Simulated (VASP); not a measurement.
# Si in VASP: notebook, part 2 of 2

VASP 6.6.1. Earlier steps stand in the parts before.

### 3 Work function, LDA

Input file INCAR:

```
SYSTEM = Si
ALGO = Fast
EDIFF = 1E-6
ENCUT = 520
GGA = CA
ISIF = 2
ISMEAR = 0
LASPH = .True.
LCHARG = .True.
LELF = .True.
LREAL = .False.
LVACPOTAV = .True.
LVHAR = .True.
LWAVE = .False.
NELM = 60
PREC = Accurate
SIGMA = 0.02
```

Input file KPOINTS:

```
k-points
0
Gamma
  8 6 1
  0 0 0
```

Input file POSCAR:

```
Si
1.0
    3.8402970000      0.0000000000      0.0000000000
    0.0000000000      5.4310000000      0.0000000000
    0.0000000000      0.0000000000     29.3611880000
Si
18
Direct
    0.0000000000      0.0134530000      0.2405290000
    0.5000000000      0.2365470000      0.2405290000
    0.5000000000      0.5029330000      0.3018470000
    1.0000000000      0.7470670000      0.3018470000
    0.0000000000      0.0000910000      0.3676350000
    0.5000000000      0.2499090000      0.3676350000
    0.5000000000      0.4991630000      0.4338580000
    0.0000000000      0.7508370000      0.4338580000
    0.0000000000      0.9995450000      0.5000000000
    0.5000000000      0.2504550000      0.5000000000
    0.5000000000      0.4991630000      0.5661420000
    0.0000000000      0.7508370000      0.5661420000
    0.0000000000      0.0000910000      0.6323650000
    0.5000000000      0.2499090000      0.6323650000
    0.5000000000      0.5029330000      0.6981530000
    0.0000000000      0.7470670000      0.6981530000
    0.0000000000      0.0134530000      0.7594710000
    0.5000000000      0.2365470000      0.7594710000
```

Potentials or basis: VASP PAW LDA potentials, release 64 (Si).

Launch:

```sh
$ cat potpaw_LDA.64/Si/POTCAR > POTCAR
$ mpirun -np 1 vasp_std > vasp.out
```

OUTCAR:

```text
SYSTEM = Si
   EDIFF = 1E-6
   ENCUT = 520
   GGA = CA
   ISIF = 2
   ISMEAR = 0
   LASPH = .True.
   LREAL = .False.
   NELM = 60
   PREC = Accurate

 ion  position               nearest neighbor table
   1  0.000  0.013  0.241-   2 2.27   2 2.27   4 2.31
   2  0.500  0.237  0.241-   1 2.27   1 2.27   3 2.31
   3  0.500  0.503  0.302-   2 2.31   4 2.33   4 2.33   6 2.37
   4  0.000  0.747  0.302-   1 2.31   3 2.33   3 2.33   5 2.37
   5  0.000  0.000  0.368-   6 2.35   6 2.35   8 2.37   4 2.37
   6  0.500  0.250  0.368-   5 2.35   5 2.35   7 2.37   3 2.37
   7  0.500  0.499  0.434-   8 2.36   8 2.36  10 2.37   6 2.37
   8  0.000  0.751  0.434-   7 2.36   7 2.36   9 2.37   5 2.37
   9  0.000  1.000  0.500-  10 2.35  10 2.35  12 2.37   8 2.37
  10  0.500  0.250  0.500-   9 2.35   9 2.35  11 2.37   7 2.37
  11  0.500  0.499  0.566-  12 2.36  12 2.36  10 2.37  14 2.37
  12  0.000  0.751  0.566-  11 2.36  11 2.36   9 2.37  13 2.37
  13  0.000  0.000  0.632-  14 2.35  14 2.35  12 2.37  16 2.37
  14  0.500  0.250  0.632-  13 2.35  13 2.35  11 2.37  15 2.37
  15  0.500  0.503  0.698-  18 2.31  16 2.33  16 2.33  14 2.37
  16  0.000  0.747  0.698-  17 2.31  15 2.33  15 2.33  13 2.37
  17  0.000  0.013  0.759-  18 2.27  18 2.27  16 2.31
  18  0.500  0.237  0.759-  17 2.27  17 2.27  15 2.31

  LATTYP: Found a simple orthorhombic cell.
 ALAT       =     3.8402970000
 B/A-ratio  =     1.4142135361
 C/A-ratio  =     7.6455513727

  Lattice vectors:

 A1 = (   3.8402970000,   0.0000000000,   0.0000000000)
 A2 = (   0.0000000000,   5.4310000000,   0.0000000000)
 A3 = (   0.0000000000,   0.0000000000,  29.3611880000)

Analysis of symmetry for initial positions (statically):
=====================================================================
 Subroutine PRICEL returns:
 Original cell was already a primitive cell.

 Routine SETGRP: Setting up the symmetry group for a
 simple orthorhombic supercell.

 Subroutine GETGRP returns: Found  8 space group operations
 (whereof  4 operations were pure point group operations)
 out of a pool of  8 trial point group operations.

The static configuration has the point symmetry C_2v.
 The point group associated with its full space group is D_2h.

Analysis of symmetry for dynamics (positions and initial velocities):
=====================================================================
 Subroutine PRICEL returns:
 Original cell was already a primitive cell.

 Routine SETGRP: Setting up the symmetry group for a
 simple orthorhombic supercell.

 Subroutine GETGRP returns: Found  8 space group operations
 (whereof  4 operations were pure point group operations)
 out of a pool of  8 trial point group operations.

The dynamic configuration has the point symmetry C_2v.
 The point group associated with its full space group is D_2h.

 Subroutine INISYM returns: Found  8 space group operations
 (whereof  4 operations are pure point group operations),
 and found     1 'primitive' translations

----------------------------------------------------------------------------------------

                                     Primitive cell

  volume of cell :     612.3761

  direct lattice vectors                    reciprocal lattice vectors
     3.840297000  0.000000000  0.000000000     0.260396527  0.000000000  0.000000000
     0.000000000  5.431000000  0.000000000     0.000000000  0.184128153  0.000000000
[... 95 lines left out ...]
   number of dos      NEDOS =    301   number of ions     NIONS =     18
   total plane-waves  NPLWV = 268800
   dimension x,y,z NGX =    30 NGY =   40 NGZ =  224
   dimension x,y,z NGXF=    60 NGYF=   80 NGZF=  448
   ions per type =              18
   NGX,Y,Z   is equivalent  to a cutoff of  12.99, 12.24, 12.68 a.u.
   NGXF,Y,Z  is equivalent  to a cutoff of  25.97, 24.49, 25.37 a.u.
 SYSTEM =  Si
   PREC   = accura    normal or accurate (medium, high low for compatibility)
   ISTART =      0    job   : 0-new  1-cont  2-samecut
   ICHARG =      2    charge: 1-file 2-atom 10-const
   ISPIN  =      1    spin polarized calculation?
   LNONCOLLINEAR =      F non collinear calculations
   LSORBIT =      F    spin-orbit coupling
   LASPH  =      T    aspherical Exc in radial PAW
   ENCUT  =  520.0 eV  38.22 Ry    6.18 a.u.   7.14 10.10 54.59*2*pi/ulx,y,z
   NELM   =     60;   NELMIN=  2; NELMDL= -5     # of ELM steps
   EDIFF  = 0.1E-05   stopping-criterion for ELM
   LREAL  =      F    real-space projection
   EDIFFG = 0.1E-04   stopping-criterion for IOM
   NSW    =      0    number of steps for IOM
   IBRION =     -1    ionic relax: 0-MD 1-quasi-New 2-CG
   NFREE  =      0    steps in history (QN), initial steepest desc. (CG)
   ISIF   =      2    stress and relaxation
   ISYM   =      2    0-nonsym 1-usesym 2-fastsym
   POTIM  = 0.5000    time-step for ionic-motion
   TEBEG  =    0.0;   TEEND  =   0.0 temperature during run
   PSTRESS=    0.0 pullay stress
   NELECT =      72.0000    total number of electrons
   NUPDOWN=      -1.0000    fix difference up-down
   EMIN   =  10.00;   EMAX   =-10.00  energy-range for DOS
   EFERMI =   0.00;   METHOD = LEGACY
   ISMEAR =     0;   SIGMA  =   0.02  broadening in eV -4-tet -1-fermi 0-gaus
   EFERMI_NEDOS =   21; number of points for ismear=-14 and -15
   IALGO  =     68    algorithm
   IMIX   =      4    mixing-type and parameters
     AMIX     =   0.40;   BMIX     =  1.00
     AMIX_MAG =   1.60;   BMIX_MAG =  1.00
  volume/ion in A,a.u.               =      34.02       229.58
  Fermi-wavevector in a.u.,A,eV,Ry     =   0.802010  1.515578  8.751532  0.643219
  Thomas-Fermi vector in A             =   1.909606
   LORBIT       =      0    0 simple, 1 ext, 2 COOP (PROOUT), +10 PAW based schemes
   GGA     = CA    functional components
   LHFCALC =     F    Hartree Fock is set to
   AEXX    =    0.0000 exact exchange contribution
   IVDW    =     0    specifies the selected vdW correction
   LEPSILON=     F    determine dielectric tensor
   LRPA    =     F    only Hartree local field effects (RPA)
 non-spin polarized calculation
 RMM-DIIS sequential band-by-band and
 Gauss-broadening in eV      SIGMA  =   0.02
  energy-cutoff  :      520.00
  volume of cell :      612.38
 maximum number of plane-waves:     16558
 NGX is ok and might be reduce to    30
   NGX = 15   NGY = 21   NGZ =109

 number of electron      71.9999999 magnetization

 Free energy of the ion-electron system (eV)
  ---------------------------------------------------
  ext. energy  EPLUGINS =         0.00000000
  ---------------------------------------------------
  free energy    TOTEN  =      -102.17801863 eV

  energy without entropy =     -102.17588081  energy(sigma->0) =     -102.17694972

 E-fermi :   1.3917     XC(G=0):  -6.2374

 val. band max:        1.3876648052   @ k =   0.1250   0.5000   0.0000
 cond. band min:       1.4140371162   @ k =   0.5000   0.3333   0.0000
 fundamental gap:      0.0263723109
 Fermi energy:         1.3916885652

 k-point     1 :       0.0000    0.0000    0.0000
  band No.  band energies     occupation
      1     -10.5704      2.00000
      2     -10.3114      2.00000
      3      -9.8794      2.00000
      4      -9.2611      2.00000
      5      -8.5196      2.00000
      6      -7.7579      2.00000
[... 969 lines left out ...]
     45       4.4479      0.00000
     46       4.5066      0.00000

------------------------ aborting loop because EDIFF is reached ----------------------------------------

  FORCE on cell =-STRESS in cart. coord.  units (eV):
  Direction    XX          YY          ZZ          XY          YZ          ZX
  --------------------------------------------------------------------------------------
  -------------------------------------------------------------------------------------
  Total       -2.6987708     -1.8399609     -6.4181730      0.0000000      0.0000000      0.0000000
  in kB       -7.0608721     -4.8139430    -16.7920517      0.0000000      0.0000000      0.0000000
  external PRESSURE =      -9.5556223 kB  Pullay stress =       0.0000000 kB

 VOLUME and BASIS-vectors are now :
 -----------------------------------------------------------------------------
  energy-cutoff  :      520.00
  volume of cell :      612.38
      direct lattice vectors                 reciprocal lattice vectors
     3.840297000  0.000000000  0.000000000     0.260396527  0.000000000  0.000000000
     0.000000000  5.431000000  0.000000000     0.000000000  0.184128153  0.000000000
     0.000000000  0.000000000 29.361188000     0.000000000  0.000000000  0.034058567

 POSITION                                       TOTAL-FORCE (eV/Angst)
 -----------------------------------------------------------------------------------
      0.00000      0.07306      7.06222        -0.000000      0.036806      0.218065
      1.92015      1.28469      7.06222         0.000000     -0.036806      0.218065
      1.92015      2.73143      8.86259        -0.000000      0.053910     -0.017444
      0.00000      4.05732      8.86259         0.000000     -0.053910     -0.017444
      0.00000      0.00049     10.79420         0.000000      0.005398      0.006194
      1.92015      1.35726     10.79420        -0.000000     -0.005398      0.006194
[... 10 lines left out ...]
      0.00000      0.07306     22.29897        -0.000000      0.036806     -0.218065
      1.92015      1.28469     22.29897        -0.000000     -0.036806     -0.218065
 -----------------------------------------------------------------------------------
    total drift:                               -0.000000     -0.000000     -0.000000

  FREE ENERGIE OF THE ION-ELECTRON SYSTEM (eV)
  ---------------------------------------------------
  free  energy   TOTEN  =      -102.1780186271 eV

  energy  without entropy=     -102.1758808112  energy(sigma->0) =     -102.17694972
```

Wall time 12 min (1 thread of Intel Xeon 6975P-C (Granite Rapids), shared host); peak memory 0.63 GiB.

What came out:

- Free energy: -102.1780 eV
- Largest force: 0.221 eV/Å
- Band gap on the k mesh: none (metal or under the smearing width)

Forces in eV/Å, atoms in the order of the input:
```
Si   0.000  0.037  0.218
Si   0.000 -0.037  0.218
Si   0.000  0.054 -0.017
Si   0.000 -0.054 -0.017
Si   0.000  0.005  0.006
Si   0.000 -0.005  0.006
Si   0.000  0.020  0.005
Si   0.000 -0.020  0.005
Si   0.000  0.011  0.000
Si   0.000 -0.011  0.000
Si   0.000  0.020 -0.005
Si   0.000 -0.020 -0.005
Si   0.000  0.005 -0.006
Si   0.000 -0.005 -0.006
Si   0.000  0.054  0.017
Si   0.000 -0.054  0.017
Si   0.000  0.037 -0.218
Si   0.000 -0.037 -0.218
```
